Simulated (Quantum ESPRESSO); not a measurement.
# HfN (F-43m) in Quantum ESPRESSO: reference runs

Reference runs on HfN: the cell as given and a disturbed copy.

Everything below comes from runs of Quantum ESPRESSO 7.5. Logs are shortened: lines on timing, memory, paths and dates and some standing lists are left out, and cuts for length are marked.

## (1) Starting point

The structure is cubic, space group F-43m (No. 216). Conventional cell: a = 4.910 Å, b = 4.910 Å, c = 4.910 Å, α = 90.00°, β = 90.00°, γ = 90.00°. Around Hf (site symmetry -43m) lie 4 N at 2.13 Å. Around N (site symmetry -43m) lie 4 Hf at 2.13 Å.

The cell comes from a database or a generator and needn't be the stable form of this composition.

## (2) Single point, PBEsol

pw.in

```
&CONTROL
  calculation = 'scf'
  prefix = 'pwscf'
  outdir = './tmp'
  pseudo_dir = './pseudo'
  tprnfor = .true.
  tstress = .true.
  disk_io = 'low'
/
&SYSTEM
  ibrav = 0
  nat = 2
  ntyp = 2
  ecutwfc = 45
  ecutrho = 360
  nbnd = 15
  occupations = 'smearing'
  smearing = 'fd'
  degauss = 0.00367493
/
&ELECTRONS
  conv_thr = 4d-10
  electron_maxstep = 120
  mixing_beta = 0.5
/
ATOMIC_SPECIES
Hf   178.4900 hf_pbesol_v1.uspp.F.UPF
N     14.0070 n_pbesol_v1.2.uspp.F.UPF
CELL_PARAMETERS angstrom
   0.0000000000    2.4548220000    2.4548220000
   2.4548220000    0.0000000000    2.4548220000
   2.4548220000    2.4548220000    0.0000000000
ATOMIC_POSITIONS crystal
Hf     0.0000000000    0.0000000000    0.0000000000
N      0.2500000000    0.2500000000    0.2500000000
K_POINTS automatic
9 9 9 0 0 0
```

pp_density.in

```
&INPUTPP
  prefix = 'pwscf'
  outdir = './tmp'
  filplot = 'density.dat'
  plot_num = 0
/
&PLOT
  nfile = 1
  filepp(1) = 'density.dat'
  iflag = 3
  output_format = 6
  fileout = 'density.cube'
/
```

pp_potential.in

```
&INPUTPP
  prefix = 'pwscf'
  outdir = './tmp'
  filplot = 'potential.dat'
  plot_num = 11
/
&PLOT
  nfile = 1
  filepp(1) = 'potential.dat'
  iflag = 3
  output_format = 6
  fileout = 'potential.cube'
/
```

Potentials or basis: GBRV 1.5 PBEsol.

Launch:

```console
> OMP_NUM_THREADS=1 mpirun -n 2 pw.x -nk 2 -in pw.in > pw.out
> OMP_NUM_THREADS=1 mpirun -n 1 pp.x -in pp_density.in > pp_density.out
> OMP_NUM_THREADS=1 mpirun -n 1 pp.x -in pp_potential.in > pp_potential.out
```

pw.out:

```text
This program is part of the open-source Quantum ESPRESSO suite
     for quantum simulation of materials; please cite
[... 13 lines left out ...]
     --------------------
     sticks:   dense  smooth     PW     G-vecs:    dense   smooth      PW
     Sum        1069     535    163                23049     8099    1459

     Using Slab Decomposition

     bravais-lattice index     =            0
     lattice parameter (alat)  =       6.5605  a.u.
     unit-cell volume          =     199.6580 (a.u.)^3
     number of atoms/cell      =            2
     number of atomic types    =            2
     number of electrons       =        17.00
     number of Kohn-Sham states=           15
     kinetic-energy cutoff     =      45.0000  Ry
     charge density cutoff     =     360.0000  Ry
     scf convergence threshold =      4.0E-10
     mixing beta               =       0.5000
     number of iterations used =            8  plain     mixing
     Exchange-correlation= SLA  PW   PSX  PSC
                           (   1   4  10   8   0   0   0)

     celldm(1)=   6.560454  celldm(2)=   0.000000  celldm(3)=   0.000000
     celldm(4)=   0.000000  celldm(5)=   0.000000  celldm(6)=   0.000000

     crystal axes: (cart. coord. in units of alat)
               a(1) = (   0.000000   0.707107   0.707107 )
               a(2) = (   0.707107   0.000000   0.707107 )
               a(3) = (   0.707107   0.707107   0.000000 )

     reciprocal axes: (cart. coord. in units 2 pi/alat)
               b(1) = ( -0.707107  0.707107  0.707107 )
               b(2) = (  0.707107 -0.707107  0.707107 )
               b(3) = (  0.707107  0.707107 -0.707107 )

     PseudoPot. # 1 for Hf read from file:
     hf_pbesol_v1.uspp.F.UPF
     Pseudo is Ultrasoft + core correction, Zval = 12.0
     Generated by new atomic code, or converted to UPF format
     Using radial grid of  921 points,  8 beta functions with:
                l(1) =   0
                l(2) =   0
                l(3) =   0
                l(4) =   1
                l(5) =   1
                l(6) =   2
                l(7) =   2
                l(8) =   3
     Q(r) pseudized with  6 coefficients,  rinner =    1.200   1.200   1.200
                                                       1.200   1.200   1.200
                                                       1.200

     PseudoPot. # 2 for N  read from file:
     n_pbesol_v1.2.uspp.F.UPF
     Pseudo is Ultrasoft + core correction, Zval =  5.0
     Generated by new atomic code, or converted to UPF format
     Using radial grid of  729 points,  4 beta functions with:
                l(1) =   0
                l(2) =   0
                l(3) =   1
                l(4) =   1
     Q(r) pseudized with  8 coefficients,  rinner =    0.900   0.900   0.900

     atomic species   valence    mass     pseudopotential
     Hf               12.00   178.49000     Hf( 1.00)
     N                 5.00    14.00700     N ( 1.00)

     24 Sym. Ops. (no inversion) found

   Cartesian axes

     site n.     atom                  positions (alat units)
         1        Hf     tau(   1) = (   0.0000000   0.0000000   0.0000000  )
         2        N      tau(   2) = (   0.3535534   0.3535534   0.3535534  )

     number of k points=    35  Fermi-Dirac smearing, width (Ry)=  0.0037
                       cart. coord. in units 2pi/alat
        k(    1) = (   0.0000000   0.0000000   0.0000000), wk =   0.0027435
        k(    2) = (   0.0785674   0.0785674  -0.0785674), wk =   0.0219479
        k(    3) = (   0.1571348   0.1571348  -0.1571348), wk =   0.0219479
        k(    4) = (   0.2357023   0.2357023  -0.2357023), wk =   0.0219479
        k(    5) = (   0.3142697   0.3142697  -0.3142697), wk =   0.0219479
        k(    6) = (   0.1571348   0.0000000  -0.0000000), wk =   0.0164609
[... 27 lines left out ...]
        k(   34) = (  -0.0000000  -0.4714045   0.6285394), wk =   0.0658436
        k(   35) = (  -0.0785674  -0.3928371   0.7071068), wk =   0.0658436

     Dense  grid:    23049 G-vectors     FFT dimensions: (  40,  40,  40)

     Smooth grid:     8099 G-vectors     FFT dimensions: (  30,  30,  30)

     Check: negative core charge=   -0.000002

     Initial potential from superposition of free atoms

     starting charge      15.0000, renormalised to      17.0000

     negative rho (up, down):  1.197E-01 0.000E+00
     Starting wfcs are   17 randomized atomic wfcs

     Self-consistent Calculation

     iteration #  1     ecut=    45.00 Ry     beta= 0.50
     Davidson diagonalization with overlap
     ethr =  1.00E-02,  avg # of iterations =  2.9

     negative rho (up, down):  1.107E-01 0.000E+00

     total energy              =    -178.58740446 Ry
     estimated scf accuracy    <       1.62273538 Ry

     iteration #  2     ecut=    45.00 Ry     beta= 0.50
     Davidson diagonalization with overlap
     ethr =  9.55E-03,  avg # of iterations =  2.0

     negative rho (up, down):  1.104E-01 0.000E+00

     total energy              =    -178.77540656 Ry
     estimated scf accuracy    <       0.39335342 Ry

     iteration #  3     ecut=    45.00 Ry     beta= 0.50
     Davidson diagonalization with overlap
     ethr =  2.31E-03,  avg # of iterations =  2.0

     negative rho (up, down):  1.112E-01 0.000E+00

     total energy              =    -178.84667040 Ry
     estimated scf accuracy    <       0.05058445 Ry

     iteration #  4     ecut=    45.00 Ry     beta= 0.50
     Davidson diagonalization with overlap
     ethr =  2.98E-04,  avg # of iterations =  2.0

     negative rho (up, down):  1.123E-01 0.000E+00

     total energy              =    -178.85650214 Ry
     estimated scf accuracy    <       0.00104119 Ry

     iteration #  5     ecut=    45.00 Ry     beta= 0.50
     Davidson diagonalization with overlap
     ethr =  6.12E-06,  avg # of iterations =  2.7

     negative rho (up, down):  1.124E-01 0.000E+00

     total energy              =    -178.85663378 Ry
     estimated scf accuracy    <       0.00019006 Ry
[... 10 lines left out ...]
     iteration #  7     ecut=    45.00 Ry     beta= 0.50
     Davidson diagonalization with overlap
     ethr =  5.03E-09,  avg # of iterations =  3.2

     negative rho (up, down):  1.123E-01 0.000E+00

     total energy              =    -178.85666180 Ry
     estimated scf accuracy    <       0.00000074 Ry

     iteration #  8     ecut=    45.00 Ry     beta= 0.50
     Davidson diagonalization with overlap
     ethr =  4.35E-09,  avg # of iterations =  2.0

     negative rho (up, down):  1.123E-01 0.000E+00

     total energy              =    -178.85666186 Ry
     estimated scf accuracy    <       0.00000005 Ry

     iteration #  9     ecut=    45.00 Ry     beta= 0.50
     Davidson diagonalization with overlap
     ethr =  2.91E-10,  avg # of iterations =  2.0

     negative rho (up, down):  1.123E-01 0.000E+00

     total energy              =    -178.85666187 Ry
     estimated scf accuracy    <          2.9E-09 Ry

     iteration # 10     ecut=    45.00 Ry     beta= 0.50
     Davidson diagonalization with overlap
     ethr =  1.68E-11,  avg # of iterations =  2.0

     negative rho (up, down):  1.123E-01 0.000E+00

     End of self-consistent calculation

          k = 0.0000 0.0000 0.0000 (   965 PWs)   bands (ev):

   -48.6405 -17.2187 -17.2187 -17.2187  -2.2993   8.3267   8.3267   8.3267
    13.0575  16.0085  16.0085  20.3738  20.3738  20.3738  27.0480

          k = 0.0786 0.0786-0.0786 (   995 PWs)   bands (ev):

   -48.6381 -17.2774 -17.2263 -17.2263  -2.1552   8.0694   8.4148   8.4148
    13.7002  15.8157  15.8157  20.0563  20.6459  20.6459  25.2437

          k = 0.1571 0.1571-0.1571 (  1001 PWs)   bands (ev):

   -48.6320 -17.4220 -17.2452 -17.2452  -1.8061   7.7361   8.6195   8.6195
    14.9684  15.6022  15.6022  19.4748  20.8297  20.8297  22.8438

          k = 0.2357 0.2357-0.2357 (  1008 PWs)   bands (ev):

   -48.6250 -17.5807 -17.2666 -17.2666  -1.4445   7.7531   8.8095   8.8095
    15.6410  15.8072  15.8072  18.7811  20.2126  20.2126  21.9140

          k = 0.3143 0.3143-0.3143 (  1026 PWs)   bands (ev):

   -48.6204 -17.6812 -17.2805 -17.2805  -1.2341   7.9979   8.9030   8.9030
    15.4104  16.3643  16.3643  18.0503  19.2444  19.2444  22.8833

          k = 0.1571 0.0000-0.0000 (  1002 PWs)   bands (ev):

   -48.6373 -17.2786 -17.2379 -17.2379  -2.1068   7.9127   8.4921   8.4921
    13.8979  15.3158  16.1818  20.4524  20.4524  20.5132  25.8036

          k = 0.2357 0.0786-0.0786 (  1008 PWs)   bands (ev):

   -48.6324 -17.3862 -17.2599 -17.2541  -1.8253   7.6054   8.6663   8.7061
    14.6202  15.1596  16.2352  19.8294  20.5130  20.9605  23.8574

          k = 0.3143 0.1571-0.1571 (  1014 PWs)   bands (ev):

   -48.6257 -17.5333 -17.2819 -17.2793  -1.4681   7.5844   8.8097   8.9247
    14.6678  15.8872  16.3754  19.1743  20.0194  20.8862  22.3630

          k = 0.3928 0.2357-0.2357 (  1015 PWs)   bands (ev):

   -48.6203 -17.6465 -17.3063 -17.2938  -1.2114   7.8973   8.8438   9.0387
    14.8902  15.8273  16.6488  18.7836  19.1990  20.2092  22.7351

          k =-0.2357-0.3928 0.3928 (  1011 PWs)   bands (ev):
[... 79 lines left out ...]
          k = 0.3143 0.1571-0.0000 (  1019 PWs)   bands (ev):

   -48.6272 -17.4736 -17.3108 -17.2672  -1.5395   7.4507   8.8533   8.9286
    14.2793  15.9066  16.4532  19.3341  20.3433  20.9952  23.4025

          k = 0.3928 0.2357-0.0786 (  1016 PWs)   bands (ev):

   -48.6214 -17.5749 -17.3559 -17.2895  -1.2379   7.6493   8.8396   9.1800
    14.3043  15.7442  16.6958  19.3167  19.9303  20.7654  22.9034

          k =-0.2357-0.3928 0.5500 (  1025 PWs)   bands (ev):

   -48.6175 -17.6417 -17.3789 -17.3084  -1.0582   8.1013   8.6620   9.3332
    14.0999  15.6138  16.6970  19.3480  19.7688  20.3199  23.3802

          k = 0.4714 0.1571-0.0000 (  1026 PWs)   bands (ev):

   -48.6190 -17.5878 -17.3689 -17.3288  -1.1138   7.2379   9.2443   9.5767
    13.3337  16.1217  17.1903  19.5026  19.8851  20.5336  24.1696

          k =-0.1571-0.4714 0.6285 (  1022 PWs)   bands (ev):

   -48.6155 -17.6198 -17.4217 -17.3451  -0.9436   7.6292   9.0607   9.8016
    13.1864  15.4820  17.1260  19.2825  20.0514  21.4472  24.0927

          k =-0.0786-0.3928 0.5500 (  1020 PWs)   bands (ev):

   -48.6147 -17.6109 -17.4602 -17.3394  -0.9060   8.1391   8.6638   9.7831
    13.0629  15.4808  16.7948  19.5339  20.0769  21.7879  23.9497

          k = 0.0000-0.3143 0.4714 (  1019 PWs)   bands (ev):

   -48.6170 -17.5936 -17.4366 -17.3150  -1.0169   8.0565   8.5846   9.5287
    13.7614  15.2413  16.8594  19.6525  20.3503  20.9101  23.4374

          k =-0.0786-0.5500 0.7071 (  1017 PWs)   bands (ev):

   -48.6137 -17.6536 -17.4057 -17.3749  -0.8604   7.1853   9.6633  10.1128
    12.6951  15.6192  17.4549  18.7604  19.5094  22.7337  25.2425

          k =-0.0000-0.4714 0.6285 (  1018 PWs)   bands (ev):

   -48.6131 -17.6266 -17.4561 -17.3688  -0.8321   7.6113   9.2750  10.1086
    12.5590  15.4492  17.1045  19.0204  19.9964  23.5148  24.2730

          k =-0.0786-0.3928 0.7071 (  1022 PWs)   bands (ev):

   -48.6134 -17.6044 -17.4682 -17.3726  -0.8417   8.0253   8.7275  10.1277
    12.6547  15.2090  17.2816  19.0258  20.2746  23.0046  24.4308

     the Fermi energy is    13.7703 ev

!    total energy              =    -178.85666187 Ry
     estimated scf accuracy    <          2.3E-11 Ry
     smearing contrib. (-TS)   =      -0.00042418 Ry
     internal energy E=F+TS    =    -178.85623769 Ry

     The total energy is F=E-TS. E is the sum of the following terms:
     one-electron contribution =     -24.00391453 Ry
     hartree contribution      =      19.69070511 Ry
     xc contribution           =     -80.65587199 Ry
     ewald contribution        =     -93.88715627 Ry

     convergence has been achieved in  10 iterations

     negative rho (up, down):  1.123E-01 0.000E+00

     Forces acting on atoms (cartesian axes, Ry/au):

     atom    1 type  1   force =     0.00000000    0.00000000   -0.00000000
     atom    2 type  2   force =     0.00000000   -0.00000000    0.00000000

     Total force =     0.000000     Total SCF correction =     0.000000

     Computing stress (Cartesian axis) and pressure

     negative rho (up, down):  1.123E-01 0.000E+00
          total   stress  (Ry/bohr**3)                   (kbar)     P=      -51.49
  -0.00035003  -0.00000000  -0.00000000          -51.49       -0.00       -0.00
  -0.00000000  -0.00035003  -0.00000000           -0.00      -51.49       -0.00
  -0.00000000  -0.00000000  -0.00035003           -0.00       -0.00      -51.49

=------------------------------------------------------------------------------=
   JOB DONE.
=------------------------------------------------------------------------------=
```

It took 13 s on 2 MPI ranks of Intel Xeon Platinum 8488C (Sapphire Rapids), shared host; peak memory 0.28 GiB.

Results:

| Quantity | Value |
| --- | --- |
| Free energy | -2433.4689 eV |
| Pressure | -5.1 GPa |
| Band gap on the k mesh | none (metal or under the smearing width) |

Levels at points of the mesh, in eV from the Fermi level:
```tsv
k point	band 6	band 7	band 8	band 9	band 10	band 11	band 12	band 13
(0.00, 0.00, 0.00)	-5.44	-5.44	-5.44	-0.71	2.24	2.24	6.60	6.60
```

The run has no spin-orbit coupling, so splittings on Hf are missing.

## (3) Single point, PBEsol (atoms moved at random, drawn with an rms of 0.05 Å)

pw.in: that of step 2 with these lines changed.

```diff
@@ -7,3 +7,3 @@
   tstress = .true.
-  disk_io = 'low'
+  disk_io = 'nowf'
 /
@@ -33,4 +33,4 @@
 ATOMIC_POSITIONS crystal
-Hf     0.0000000000    0.0000000000    0.0000000000
-N      0.2500000000    0.2500000000    0.2500000000
+Hf    -0.0015310000   -0.0029430000   -0.0034000000
+N      0.2637830000    0.2428060000    0.2393630000
 K_POINTS automatic
```

Potentials or basis: GBRV 1.5 PBEsol.

Launch:

```console
> OMP_NUM_THREADS=1 mpirun -n 2 pw.x -nk 2 -in pw.in > pw.out
```

pw.out:

```text
This program is part of the open-source Quantum ESPRESSO suite
     for quantum simulation of materials; please cite
[... 10 lines left out ...]
     --------------------
     sticks:   dense  smooth     PW     G-vecs:    dense   smooth      PW
     Sum        1069     535    163                23049     8099    1459

     Using Slab Decomposition

     bravais-lattice index     =            0
     lattice parameter (alat)  =       6.5605  a.u.
     unit-cell volume          =     199.6580 (a.u.)^3
     number of atoms/cell      =            2
     number of atomic types    =            2
     number of electrons       =        17.00
     number of Kohn-Sham states=           15
     kinetic-energy cutoff     =      45.0000  Ry
     charge density cutoff     =     360.0000  Ry
     scf convergence threshold =      4.0E-10
     mixing beta               =       0.5000
     number of iterations used =            8  plain     mixing
[... 156 lines left out ...]
     iteration # 10     ecut=    45.00 Ry     beta= 0.50
     Davidson diagonalization with overlap
     ethr =  1.74E-11,  avg # of iterations =  2.0

     negative rho (up, down):  1.133E-01 0.000E+00

     End of self-consistent calculation

     Number of k-points >= 100: set verbosity='high' to print the bands.

     the Fermi energy is    13.7794 ev

!    total energy              =    -178.85578881 Ry
     estimated scf accuracy    <          4.4E-11 Ry
     smearing contrib. (-TS)   =      -0.00040872 Ry
     internal energy E=F+TS    =    -178.85538009 Ry

     The total energy is F=E-TS. E is the sum of the following terms:
     one-electron contribution =     -24.01947419 Ry
     hartree contribution      =      19.69900175 Ry
     xc contribution           =     -80.65692391 Ry
     ewald contribution        =     -93.87798375 Ry

     convergence has been achieved in  10 iterations

     negative rho (up, down):  1.133E-01 0.000E+00

     Forces acting on atoms (cartesian axes, Ry/au):

     atom    1 type  1   force =    -0.01372345    0.01030123    0.01327125
     atom    2 type  2   force =     0.01372345   -0.01030123   -0.01327125

     Total force =     0.030678     Total SCF correction =     0.000001

     Computing stress (Cartesian axis) and pressure

     negative rho (up, down):  1.133E-01 0.000E+00
          total   stress  (Ry/bohr**3)                   (kbar)     P=      -49.26
  -0.00033511  -0.00010597  -0.00008173          -49.30      -15.59      -12.02
  -0.00010597  -0.00033446   0.00010955          -15.59      -49.20       16.12
  -0.00008173   0.00010955  -0.00033498          -12.02       16.12      -49.28

=------------------------------------------------------------------------------=
   JOB DONE.
=------------------------------------------------------------------------------=
```

Wall time 53 s (2 MPI ranks of Intel Xeon Platinum 8488C (Sapphire Rapids), shared host); peak memory 0.36 GiB.

What came out:

```
Free energy            : -2433.4570 eV
Pressure               : -4.9 GPa
Largest force          : 0.558 eV/Å
Band gap on the k mesh : none (metal or under the smearing width)
```

Forces on the atoms (eV/Å):
```
Hf  -0.353  0.265  0.341
N    0.353 -0.265 -0.341
```

Levels at points of the mesh, in eV from the Fermi level:
```csv
k point,band 6,band 7,band 8,band 9,band 10,band 11,band 12,band 13
"(0.00, 0.00, 0.00)",-5.52,-5.43,-5.41,-0.73,2.23,2.23,6.42,6.49
```

Spin-orbit coupling is left out, which matters for the levels of Hf.
